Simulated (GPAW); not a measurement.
Moving the volume of the cell in SnO

```yaml
crystal:
  lattice:
    - [3.81370, 0.00000, 0.00000]
    - [0.00000, 3.81370, 0.00000]
    - [0.00000, 0.00000, 4.88691]
  atoms:
    - { symbol: Sn, position: [0.50000, 0.00000, 0.76463] }
    - { symbol: Sn, position: [0.00000, 0.50000, 0.23537] }
    - { symbol: O, position: [0.00000, 0.00000, 0.00000] }
    - { symbol: O, position: [0.50000, 0.50000, 0.00000] }
```

The cell is a database's computed one, not the measured one.

Kept alike: task dielectric tensor; functional PBE; k mesh 6 × 6 × 5; occupations fermi-dirac, width 0.001 eV; no spin polarisation. Program: GPAW, GPAW PAW data sets (gpaw-data 1.2.1), cutoff 600 eV. The mesh is that of the run's cell of 4 atoms. No spin-orbit coupling.

| volume of cell, f (times the cell shown) | free energy over the lowest row (meV/atom) |
| --- | --- |
| 0.94 | 46.35 |
| 0.96 | 27.72 |
| 0.98 | 13.86 |
| 1 | 5.06 |
| 1.02 | 0.69 |
| 1.04 | 0.00 |
| 1.06 | 2.96 |

The cell shown is the unstrained one; x, y and z are its Cartesian axes; atoms keep their fractions.

The free energy is lowest at 1.04, and 46.35 meV an atom higher at 0.94.

The energy falls steadily from 0.94 to 1.04 and turns up at 1.06. The minimum therefore lies on the expanded side of the cell shown, between 1.02 and 1.04 if the points are joined smoothly. Compression meets growing Pauli repulsion, both within the Sn–O layers and between the Sn lone pairs that face each other across the gap, whereas expansion weakens the bonding more gently. The preference for a larger volume probably reflects PBE's underbinding, to which the missing dispersion attraction between layers may contribute, along with slightly overlong Sn–O bonds; a volume scan cannot separate the two.

Layered SnO is much softer along the stacking axis than in the plane. With the fractional coordinates held, the layers cannot adjust their thickness independently of the gap, so the curvature should overstate the resistance to real hydrostatic pressure. The scan thus locates a constrained minimum, not the fully relaxed PBE structure.
